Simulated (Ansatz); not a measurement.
# Band structure of CaO

```xyz
2
Lattice="0.0000 2.4490 2.4490 2.4490 0.0000 2.4490 2.4490 2.4490 0.0000" Properties=species:S:1:pos:R:3 pbc="T T T"
Ca    0.0000    0.0000    0.0000
O     2.4490    2.4490    2.4490
```

Atoms are numbered in the order listed.

The cell comes from COD entry 9006719, which wasn't checked; take it as a given geometry. It was measured hot, at 1427 K.

Theory: DFT, PBE, all-electron LAPW, scalar-relativistic in Ansatz 0.2.0.

Settings: a Γ-centred 9×9×9 k mesh, Fermi–Dirac smearing of 0.03 eV, basis error target 0.25 meV/atom, no spin polarisation.

Points in fractions of the reciprocal vectors of this cell: Γ (0, 0, 0), X (0.5, 0, 0.5), U (0.625, 0.25, 0.625), K (0.375, 0.375, 0.75), L (0.5, 0.5, 0.5), W (0.5, 0.25, 0.75). The path joins them by straight lines in the order Γ–X–U–K–Γ–L–W–X; legs that retrace an earlier one aren't tabulated. Energies are in eV from the top of the valence band.

Problem. List the levels at W between -8 and 6 eV.

Solution. -1.19, -1.05 (×2).

Problem. List the levels at L between -8 and 6 eV.

Solution. -2.50, -1.09 (×2).

Problem. List the levels at Γ between -8 and 6 eV.

Solution. 0.00 (×3), 4.28.

Problem. What is the band gap?

Solution. 3.66 eV, indirect from Γ to X (0.5, 0, 0.5).
